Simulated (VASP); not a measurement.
A run of VASP 6.6.1 is set up as follows.

The input INCAR:

```
PREC = Accurate
ENCUT = 520
EDIFF = 1E-7
ISMEAR = 1
SIGMA = 0.1
LREAL = F
LASPH = T
NELM = 80
ALGO = Fast
ISIF = 2
LWAVE = F
LCHARG = F
LMAXMIX = 4
NBANDS = 44
KPAR = 4
```

Contents of KPOINTS:

```
Automatic mesh
0
Gamma
  9 9 9
```

File POSCAR:

```
CoSn                                    
1.0
    5.2206674353      0.0000000000      0.0000000000
   -2.6103337177      4.5212306237      0.0000000000
    0.0000000000      0.0000000000      4.1657546645
  Co              Sn            
     3     3
Direct
     0.0000000000000000    0.5000000000000000    0.0000000000000000
     0.5000000000000000    0.5000000000000000    0.0000000000000000
     0.5000000000000000    0.0000000000000000    0.0000000000000000
     0.6666666699999979    0.3333333300000021    0.5000000000000000
     0.3333333300000021    0.6666666699999979    0.5000000000000000
     0.0000000000000000    0.0000000000000000    0.0000000000000000
```

Contents of KPOINTS_OPT:

```
explicit points
168
Reciprocal
 0.0000000000  0.0000000000  0.0000000000 1
 0.0555555556  0.0000000000  0.0000000000 1
 0.1111111111  0.0000000000  0.0000000000 1
 0.1666666667  0.0000000000  0.0000000000 1
 0.2222222222  0.0000000000  0.0000000000 1
 0.2777777778  0.0000000000  0.0000000000 1
[... 160 lines left out ...]
 0.5000000000  0.0000000000  0.0233266500 1
 0.5000000000  0.0000000000 -0.0233266500 1
```

Potentials or basis: VASP PAW LDA potentials, release 64 (Co, Sn_d).

Run with:

```sh
$ cat potpaw_LDA.64/Co/POTCAR potpaw_LDA.64/Sn_d/POTCAR > POTCAR
$ mpirun -np 4 vasp_std > vasp.out
```

**Question.** What does it give for the band gap along the path?

**Answer.** None (metal or under the smearing width).

**Question.** Estimate the pressure.

**Answer.** -4.0 GPa.

Stress tensor (GPa, compression positive):
```
-3.87  0.00  0.00
 0.00 -3.87  0.00
 0.00  0.00 -4.33
```

Caveat: spin-orbit coupling is left out, which moves the levels of the heavy elements. Spin polarisation is off, so any magnetic state and its effect on volume and gap are missing.
